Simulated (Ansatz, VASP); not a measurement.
One calculation of Bi3S2, two programs

```
Bi S
1.0
     2.03981    1.17768    9.45554
    -2.03981    1.17768    9.45554
     0.00000   -2.35537    9.45554
Bi S
3 2
Direct
  0.00000 0.00000 0.00000
  0.20950 0.20950 0.20950
  0.79050 0.79050 0.79050
  0.40000 0.40000 0.40000
  0.60000 0.60000 0.60000
```

Alike in both runs: task single point; functional PBE; k mesh 6 × 6 × 6; occupations gaussian, width 0.1 eV; no spin polarisation.

|  | VASP | Ansatz |
| --- | --- | --- |
| version | VASP 6.6.1 | Ansatz 0.2.0 |
| potentials or method | VASP PAW PBE potentials, release 64 (Bi_d, S) | scalar-relativistic, plane waves, PAW |
| plane-wave cutoff (eV) | 520 | 420 |
| valence electrons in the cell | 57 | 57 |

```tsv
	VASP	Ansatz	Ansatz less VASP
gap on the k mesh at the Fermi level (eV)	none	none	-
pressure (GPa)	1.7	1.8	+0.06
largest component of the traceless stress (GPa)	0.73	0.73	0.000
rms of the force components (eV/Å)	0.637	0.635	-0.0015
```

Atom by atom the forces differ by 0.001 eV/Å (rms over components). A gap of «none» marks a metal or a gap that the smearing closes. The functional is the same, so the differences come from potentials, cutoffs and numerics.

Caveats: spin-orbit coupling is left out, which moves the levels of the heavy elements; forces of over 1 eV/Å show positions far from the minimum, so gaps and moduli don't describe the material at rest.
